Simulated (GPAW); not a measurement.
# SnTe (Fm-3m) in GPAW: further runs

One crystal, SnTe, is run at these levels: PBEsol+D4, PBE; tasks: relaxation of cell and atoms, single point.

Program: GPAW 26.7.0. These are calculated values, not measurements. Logs are shortened: lines on timing, memory, paths and dates and some standing lists are left out, and cuts for length are marked. The log counts tension as positive stress, the text compression.

### Step 1. The structure

Symmetry: Fm-3m, No. 225, cubic system. The conventional cell has a = 6.302 Å, b = 6.302 Å, c = 6.302 Å, α = 90.00°, β = 90.00°, γ = 90.00°. Around Te (site symmetry m-3m) lie 6 Sn at 3.15 Å. Around Sn (site symmetry m-3m) lie 6 Te at 3.15 Å.

### Step 2. Relaxation of cell and atoms, PBEsol+D4

Input file run.py:

```python
from ase import Atoms
from ase.calculators.mixing import SumCalculator
from ase.filters import FrechetCellFilter
from ase.io import write
from ase.optimize import FIRE
from dftd4.ase import DFTD4
from gpaw import GPAW, PW, setup_paths

setup_paths.insert(0, '.')

atoms = Atoms(['Te', 'Sn'],
              cell=[[0.0, 3.15085, 3.15085],
                    [3.15085, 0.0, 3.15085],
                    [3.15085, 3.15085, 0.0]],
              scaled_positions=[[0.5, 0.5, 0.5],
                                [0.0, 0.0, 0.0]],
              pbc=True)

calc = GPAW(mode=PW(600),
            xc='PBEsol',
            kpts={'size': (7, 7, 7), 'gamma': True},
            occupations={'name': 'fermi-dirac', 'width': 0.05},
            nbands=19,
            convergence={'density': 1e-05, 'forces': 0.0001},
            maxiter=150,
            txt='gpaw.txt')
atoms.calc = SumCalculator([calc, DFTD4(method='pbesol')])
opt = FIRE(FrechetCellFilter(atoms), trajectory='relax.traj', logfile='-')
done = opt.run(fmax=0.05, steps=60)
calc.write('gs.gpw')
write('result.traj', atoms)
print('Converged:', done)
print('Cell:', atoms.cell.cellpar().round(4))
print('Volume:', round(atoms.get_volume(), 4))
print(atoms.get_scaled_positions().round(5))
```

Potentials or basis: PAW data sets generated in the run's folder for this functional, pw.

Launch:

```sh
$ gpaw-setup -f PBEsol Sn Te
$ OMP_NUM_THREADS=1 python run.py
```

gpaw.txt:

```text
__  _  _
 | _ |_)|_||  |
 |__||  | ||/\| - 26.7.0

Input parameters:
  mode=PW(ecut=600.0),
  convergence={'density': 1e-05, 'forces': 0.0001},
  kpts=MonkhorstPack(size=(7, 7, 7), gamma=True),
  maxiter=150,
  nbands=19,
  occupations=Occupations(name='fermi-dirac', width=0.05),
  xc=XC(name='PBEsol')

Diagonalizing LCAO Hamiltonian
Converting LCAO to pw mode

                 Te

       Sn

Atoms  # Å, Bohr magnetons
|   | symbol |        x |        y |        z |    initial magnetic moments |
|---|--------|----------|----------|----------|-----------------------------|
| 0 |     Te | 3.150850 | 3.150850 | 3.150850 | ( 0.0000,  0.0000,  0.0000) |
| 1 |     Sn | 0.000000 | 0.000000 | 0.000000 | ( 0.0000,  0.0000,  0.0000) |

Unit cell  # Å
| periodic |        x |        y |        z |  lengths |    angles |
|----------|----------|----------|----------|----------|-----------|
|      yes | 0.000000 | 3.150850 | 3.150850 | 4.455975 | 60.000000 |
|      yes | 3.150850 | 0.000000 | 3.150850 | 4.455975 | 60.000000 |
|      yes | 3.150850 | 3.150850 | 0.000000 | 4.455975 | 60.000000 |

Number of symmetries: 48
Symmetry operations  # r_c * U_cc + t_c -> r_c
|    | kind |            matrix            |
|----|------|------------------------------|
|  0 |  σ   |  1, 0, 0,  1, 0,-1,  1,-1, 0 |
|  1 |  C2  |  1, 0, 0,  1,-1, 0,  1, 0,-1 |
|  2 |  E   |  1, 0, 0,  0, 1, 0,  0, 0, 1 |
|  3 |  σ   |  1, 0, 0,  0, 0, 1,  0, 1, 0 |
|  4 |  C4  |  1, 0,-1,  1, 0, 0,  1,-1, 0 |
|  5 |  S6  |  1, 0,-1,  1,-1, 0,  1, 0, 0 |
|  6 |  σ   |  1, 0,-1,  0, 1,-1,  0, 0,-1 |
|  7 |  C3  |  1, 0,-1,  0, 0,-1,  0, 1,-1 |
|  8 |  S6  |  1,-1, 0,  1, 0, 0,  1, 0,-1 |
|  9 |  C4  |  1,-1, 0,  1, 0,-1,  1, 0, 0 |
| 10 |  C3  |  1,-1, 0,  0,-1, 1,  0,-1, 0 |
| 11 |  σ   |  1,-1, 0,  0,-1, 0,  0,-1, 1 |
| 12 |  σ   |  0, 1, 0,  1, 0, 0,  0, 0, 1 |
| 13 |  C4  |  0, 1, 0,  0, 1,-1, -1, 1, 0 |
| 14 |  C3  |  0, 1, 0,  0, 0, 1,  1, 0, 0 |
| 15 |  S6  |  0, 1, 0, -1, 1, 0,  0, 1,-1 |
| 16 |  C2  |  0, 1,-1,  1, 0,-1,  0, 0,-1 |
| 17 |  σ   |  0, 1,-1,  0, 1, 0, -1, 1, 0 |
| 18 |  S4  |  0, 1,-1,  0, 0,-1,  1, 0,-1 |
| 19 |  C4  |  0, 1,-1, -1, 1, 0,  0, 1, 0 |
| 20 |  C3  |  0, 0, 1,  1, 0, 0,  0, 1, 0 |
| 21 |  σ   |  0, 0, 1,  0, 1, 0,  1, 0, 0 |
| 22 |  S6  |  0, 0, 1,  0,-1, 1, -1, 0, 1 |
| 23 |  C4  |  0, 0, 1, -1, 0, 1,  0,-1, 1 |
| 24 |  S4  |  0, 0,-1,  1, 0,-1,  0, 1,-1 |
| 25 |  C3  |  0, 0,-1,  0, 1,-1,  1, 0,-1 |
| 26 |  C2  |  0, 0,-1,  0,-1, 0, -1, 0, 0 |
| 27 |  S6  |  0, 0,-1, -1, 0, 0,  0,-1, 0 |
| 28 |  S4  |  0,-1, 1,  1,-1, 0,  0,-1, 0 |
| 29 |  C4  |  0,-1, 1,  0, 0, 1, -1, 0, 1 |
| 30 |  C2  |  0,-1, 1,  0,-1, 0,  1,-1, 0 |
| 31 |  σ   |  0,-1, 1, -1, 0, 1,  0, 0, 1 |
| 32 |  C3  |  0,-1, 0,  1,-1, 0,  0,-1, 1 |
| 33 |  S6  |  0,-1, 0,  0, 0,-1, -1, 0, 0 |
| 34 |  S4  |  0,-1, 0,  0,-1, 1,  1,-1, 0 |
| 35 |  C2  |  0,-1, 0, -1, 0, 0,  0, 0,-1 |
| 36 |  C2  | -1, 1, 0,  0, 1, 0,  0, 1,-1 |
| 37 |  S6  | -1, 1, 0,  0, 1,-1,  0, 1, 0 |
| 38 |  S4  | -1, 1, 0, -1, 0, 1, -1, 0, 0 |
| 39 |  C3  | -1, 1, 0, -1, 0, 0, -1, 0, 1 |
| 40 |  S6  | -1, 0, 1,  0, 0, 1,  0,-1, 1 |
| 41 |  C2  | -1, 0, 1,  0,-1, 1,  0, 0, 1 |
| 42 |  C3  | -1, 0, 1, -1, 1, 0, -1, 0, 0 |
| 43 |  S4  | -1, 0, 1, -1, 0, 0, -1, 1, 0 |
| 44 |  C2  | -1, 0, 0,  0, 0,-1,  0,-1, 0 |
| 45 |  i   | -1, 0, 0,  0,-1, 0,  0, 0,-1 |
| 46 |  σ   | -1, 0, 0, -1, 1, 0, -1, 0, 1 |
| 47 |  C2  | -1, 0, 0, -1, 0, 1, -1, 1, 0 |

BZ-sampling:
  Number of BZ points: 343
  Number of IBZ points: 20
[... 170 lines left out ...]
|          5 |        -6.506 |     2.000 |
|          6 |         1.607 |     2.000 |
|          7 |         4.161 |     2.000 |
[... 9 lines left out ...]
|         17 |        13.227 |     0.000 |
|         18 |        13.227 |     0.000 |

Gap: 0.664 eV
Transition (v -> c):
  (s=0, k=19, n=9, [0.43, 0.43, 0.43]) -> (s=0, k=19, n=10, [0.43, 0.43, 0.43])
No difference between direct/indirect transitions

Stress tensor  # eV/Ang^3
|         x |         y |         z |
|-----------|-----------|-----------|
|  0.004070 | -0.000000 | -0.000000 |
| -0.000000 |  0.004070 | -0.000000 |
| -0.000000 | -0.000000 |  0.004070 |

Forces  # eV/Ang
|       x |        y |        z |
|---------|----------|----------|
| 0.00000 | -0.00000 | -0.00000 |  # Te   0
| 0.00000 | -0.00000 | -0.00000 |  # Sn   1

Diagonalizing LCAO Hamiltonian
Converting LCAO to pw mode

                 Te

       Sn

Atoms  # Å, Bohr magnetons
|   | symbol |         x |         y |         z |    initial magnetic moments |
|---|--------|-----------|-----------|-----------|-----------------------------|
| 0 |     Te |  3.145118 |  3.145118 |  3.145118 | ( 0.0000,  0.0000,  0.0000) |
| 1 |     Sn | -0.000000 | -0.000000 | -0.000000 | ( 0.0000,  0.0000,  0.0000) |

Unit cell  # Å
| periodic |         x |         y |         z |  lengths |    angles |
|----------|-----------|-----------|-----------|----------|-----------|
|      yes | -0.000000 |  3.145118 |  3.145118 | 4.447868 | 60.000000 |
|      yes |  3.145118 | -0.000000 |  3.145118 | 4.447868 | 60.000000 |
|      yes |  3.145118 |  3.145118 | -0.000000 | 4.447868 | 60.000000 |

Number of symmetries: 12
Symmetry operations  # r_c * U_cc + t_c -> r_c
|    | kind |            matrix            |
|----|------|------------------------------|
|  0 |  E   |  1, 0, 0,  0, 1, 0,  0, 0, 1 |
|  1 |  σ   |  1, 0, 0,  0, 0, 1,  0, 1, 0 |
|  2 |  σ   |  0, 1, 0,  1, 0, 0,  0, 0, 1 |
|  3 |  C3  |  0, 1, 0,  0, 0, 1,  1, 0, 0 |
|  4 |  C3  |  0, 0, 1,  1, 0, 0,  0, 1, 0 |
|  5 |  σ   |  0, 0, 1,  0, 1, 0,  1, 0, 0 |
|  6 |  C2  |  0, 0,-1,  0,-1, 0, -1, 0, 0 |
|  7 |  S6  |  0, 0,-1, -1, 0, 0,  0,-1, 0 |
|  8 |  S6  |  0,-1, 0,  0, 0,-1, -1, 0, 0 |
|  9 |  C2  |  0,-1, 0, -1, 0, 0,  0, 0,-1 |
| 10 |  C2  | -1, 0, 0,  0, 0,-1,  0,-1, 0 |
| 11 |  i   | -1, 0, 0,  0,-1, 0,  0, 0,-1 |
[... 196 lines left out ...]
Stress tensor  # eV/Ang^3
|         x |         y |         z |
|-----------|-----------|-----------|
|  0.002542 | -0.000000 | -0.000000 |
| -0.000000 |  0.002542 | -0.000000 |
| -0.000000 | -0.000000 |  0.002542 |

Forces  # eV/Ang
|        x |        y |       z |
|----------|----------|---------|
| -0.00000 |  0.00000 | 0.00000 |  # Te   0
| -0.00000 | -0.00000 | 0.00000 |  # Sn   1

Interpolating wave functions to new cell

                 Te

       Sn

Atoms  # Å, Bohr magnetons
|   | symbol |         x |         y |         z |    initial magnetic moments |
|---|--------|-----------|-----------|-----------|-----------------------------|
| 0 |     Te |  3.134419 |  3.134419 |  3.134419 | ( 0.0000,  0.0000,  0.0000) |
| 1 |     Sn | -0.000000 | -0.000000 | -0.000000 | ( 0.0000,  0.0000,  0.0000) |
[... 219 lines left out ...]
Stress tensor  # eV/Ang^3
|         x |         y |         z |
|-----------|-----------|-----------|
| -0.000417 | -0.000000 | -0.000000 |
| -0.000000 | -0.000417 | -0.000000 |
| -0.000000 | -0.000000 | -0.000417 |

Forces  # eV/Ang
|        x |       y |       z |
|----------|---------|---------|
| -0.00000 | 0.00000 | 0.00000 |  # Te   0
|  0.00000 | 0.00000 | 0.00000 |  # Sn   1

Interpolating wave functions to new cell

                Te

       Sn

Atoms  # Å, Bohr magnetons
|   | symbol |         x |         y |         z |    initial magnetic moments |
|---|--------|-----------|-----------|-----------|-----------------------------|
| 0 |     Te |  3.120200 |  3.120200 |  3.120200 | ( 0.0000,  0.0000,  0.0000) |
| 1 |     Sn | -0.000000 | -0.000000 | -0.000000 | ( 0.0000,  0.0000,  0.0000) |
[... 219 lines left out ...]
Stress tensor  # eV/Ang^3
|         x |         y |         z |
|-----------|-----------|-----------|
| -0.004592 | -0.000000 | -0.000000 |
| -0.000000 | -0.004592 | -0.000000 |
| -0.000000 | -0.000000 | -0.004592 |

Forces  # eV/Ang
|       x |       y |        z |
|---------|---------|----------|
| 0.00000 | 0.00000 |  0.00000 |  # Te   0
| 0.00000 | 0.00000 | -0.00000 |  # Sn   1

Interpolating wave functions to new cell

                Te

       Sn

Atoms  # Å, Bohr magnetons
|   | symbol |         x |         y |         z |    initial magnetic moments |
|---|--------|-----------|-----------|-----------|-----------------------------|
| 0 |     Te |  3.104423 |  3.104423 |  3.104423 | ( 0.0000,  0.0000,  0.0000) |
| 1 |     Sn | -0.000000 | -0.000000 | -0.000000 | ( 0.0000,  0.0000,  0.0000) |
[... 219 lines left out ...]
Stress tensor  # eV/Ang^3
|         x |         y |         z |
|-----------|-----------|-----------|
| -0.009552 | -0.000000 | -0.000000 |
| -0.000000 | -0.009552 | -0.000000 |
| -0.000000 | -0.000000 | -0.009552 |

Forces  # eV/Ang
|        x |       y |       z |
|----------|---------|---------|
| -0.00000 | 0.00000 | 0.00000 |  # Te   0
|  0.00000 | 0.00000 | 0.00000 |  # Sn   1

# Writing to gs.gpw (mode='')
```

It took 2.3 min on 1 thread of Arm Neoverse V1, shared host; peak memory 0.25 GiB.

Results:

* Free energy: -9.1297 eV
* Relaxed volume: 29.92 Å³/atom
* Relaxed cell: a = 4.390 Å, b = 4.390 Å, c = 4.390 Å, α = 60.00°, β = 60.00°, γ = 60.00°
* Space group after relaxing (to 0.05 Å): Fm-3m (No. 225)
* Energy gained by relaxing: 7.3 meV/atom
* Ionic steps: 5
* Pressure after relaxing: 0.2 GPa
* Dispersion energy per atom: -0.264 eV

Step by step:
```tsv
step	energy change (eV)	largest force (eV/Å)	pressure (GPa)	volume (Å³)
1	0.0000	0.0000	-1.87	62.56
2	-0.0037	0.0000	-1.63	62.22
3	-0.0092	0.0000	-1.19	61.59
4	-0.0137	0.0000	-0.55	60.75
5	-0.0147	0.0000	0.20	59.84
```

Final structure:
```yaml
crystal:
  lattice:
    - [0.00000, 3.10442, 3.10442]
    - [3.10442, 0.00000, 3.10442]
    - [3.10442, 3.10442, 0.00000]
  atoms:
    - { symbol: Te, position: [0.50000, 0.50000, 0.50000] }
    - { symbol: Sn, position: [0.00000, 0.00000, 0.00000] }
```

Caveat: this odd mesh misses L, where the gap lies, so gap, dielectric constants and Born charges aren't listed; later steps reuse the first step's grids. The run has no spin-orbit coupling, so splittings on Te are missing.

### Step 3. Single point, PBE (volume scaled by 1.04)

Input file run.py:

```python
from ase import Atoms
from ase.dft.bandgap import bandgap
from ase.io import write
from ase.units import GPa
from gpaw import GPAW, PW

atoms = Atoms(['Te', 'Sn'],
              cell=[[0.0, 3.1923133075, 3.1923133075],
                    [3.1923133075, 0.0, 3.1923133075],
                    [3.1923133075, 3.1923133075, 0.0]],
              scaled_positions=[[0.5, 0.5, 0.5],
                                [0.0, 0.0, 0.0]],
              pbc=True)

calc = GPAW(mode=PW(400),
            xc='PBE',
            kpts={'size': (6, 6, 6), 'gamma': True},
            occupations={'name': 'fermi-dirac', 'width': 0.05},
            nbands=19,
            convergence={'density': 1e-05, 'energy': 1e-05},
            maxiter=80,
            txt='gpaw.txt')
atoms.calc = calc
energy = atoms.get_potential_energy()
forces = atoms.get_forces()
stress = atoms.get_stress()
calc.write('gs.gpw')
write('result.traj', atoms)
print(f'Energy: {energy:.6f} eV')
print('Forces (eV/A):')
print(forces.round(4))
print('Stress (GPa):', (stress / GPa).round(3))
print('Fermi level:', round(calc.get_fermi_level(), 4), 'eV')
print(f'Gap: {bandgap(calc)[0]:.4f} eV, direct: {bandgap(calc, direct=True)[0]:.4f} eV')
```

Potentials or basis: GPAW PAW data sets (gpaw-data 1.2.1), pw.

Launch:

```sh
$ OMP_NUM_THREADS=1 python run.py
```

Run time: 15 s. Hardware: 1 thread of AMD EPYC, shared host; peak memory 0.14 GiB.

These settings aren't checked as converged: the numbers below hold their error.

Results:

```
Free energy            : -7.7008 eV
Pressure               : -1.5 GPa
Band gap on the k mesh : 0.01 eV, direct
```

Caveat: the cutoff is short for stress and forces, so pressures can be off by a GPa or more; spin-orbit coupling is left out, which moves the levels of the heavy elements.
